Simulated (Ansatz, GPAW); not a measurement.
Given: the input of a run of Ansatz 0.2.0 on CuO. Atoms were shifted at random by some hundredths of an Å from the given cell, which wasn't relaxed again for these runs. The cell comes from a database or a generator and needn't be the stable form of this composition.

input.yaml

```yaml
crystal:
  lattice:
    - [2.8795009639, 0.0, 0.0]
    - [0.039072758, 2.8792794796, 0.0]
    - [0.0174953863, 0.0172449008, 5.1763391994]
  atoms:
    - { symbol: Cu, position: [-0.01301, 0.506555, -0.000129] }
    - { symbol: Cu, position: [0.486387, 0.000991, 0.502537] }
    - { symbol: O, position: [0.995926, -0.009379, 0.747028] }
    - { symbol: O, position: [3.9e-05, 0.991715, 0.250013] }
hamiltonian:
  xc: pbesol
  pseudopotentials: { kind: paw }
kpoints:
  mp_grid: { grid: [9, 9, 5] }
scf:
  occupations: { method: fermi_dirac, width: 0.05 }
output:
  forces: true
  stress: true
  eigenvalues: true
```

Potentials or basis: Ansatz PAW.

Command:

```console
$ ansatz run input.yaml --threads 1 --pin off --max-ram 3584MiB --backend cpu --events-out ev --progress --plain --runs-dir out
```

Set up the same calculation for GPAW 26.7.0 (ASE script). Potentials or basis there: PAW data sets generated for this functional, cutoff 800 eV.

As run (cutoffs and basis follow the program's own potentials, and thresholds, step limits or extra output files can differ):

File run.py:

```python
from ase import Atoms
from ase.dft.bandgap import bandgap
from ase.io import write
from ase.units import GPa
from gpaw import GPAW, PW, setup_paths

setup_paths.insert(0, '.')

atoms = Atoms(['Cu', 'Cu', 'O', 'O'],
              cell=[[2.8795009639, 0.0, 0.0],
                    [0.039072758, 2.8792794796, 0.0],
                    [0.0174953863, 0.0172449008, 5.1763391994]],
              scaled_positions=[[-0.01301, 0.506555, -0.000129],
                                [0.486387, 0.000991, 0.502537],
                                [0.995926, -0.009379, 0.747028],
                                [0.000039, 0.991715, 0.250013]],
              pbc=True)

calc = GPAW(mode=PW(800),
            xc='PBEsol',
            kpts={'size': (9, 9, 5), 'gamma': True},
            occupations={'name': 'fermi-dirac', 'width': 0.05},
            nbands=33,
            convergence={'density': 1e-05, 'energy': 1e-05},
            maxiter=150,
            txt='gpaw.txt')
atoms.calc = calc
energy = atoms.get_potential_energy()
forces = atoms.get_forces()
stress = atoms.get_stress()
calc.write('gs.gpw')
write('result.traj', atoms)
print(f'Energy: {energy:.6f} eV')
print('Forces (eV/A):')
print(forces.round(4))
print('Stress (GPa):', (stress / GPa).round(3))
print('Fermi level:', round(calc.get_fermi_level(), 4), 'eV')
print(f'Gap: {bandgap(calc)[0]:.4f} eV, direct: {bandgap(calc, direct=True)[0]:.4f} eV')
```

Potentials or basis: PAW data sets generated in the run's folder for this functional, pw.

Command:

```sh
$ gpaw-setup -f PBEsol Cu O
$ OMP_NUM_THREADS=1 python run.py
```

Both were run:

|  | Ansatz | GPAW |
| --- | --- | --- |
| Pressure | -1.7 GPa | 1.0 GPa |
| Largest force | 0.643 eV/Å | 0.709 eV/Å |

Ansatz's pressure holds a Pulay term of +0.69 GPa for its cutoff of 420 eV, which the other run lacks.

The potentials hold 50 and 34 valence electrons a cell.

Ansatz's potentials were made for PBE.

Where Ansatz's input types no cutoff or centring, it takes its own default and a Γ-centred mesh.

Pressure is positive in compression.
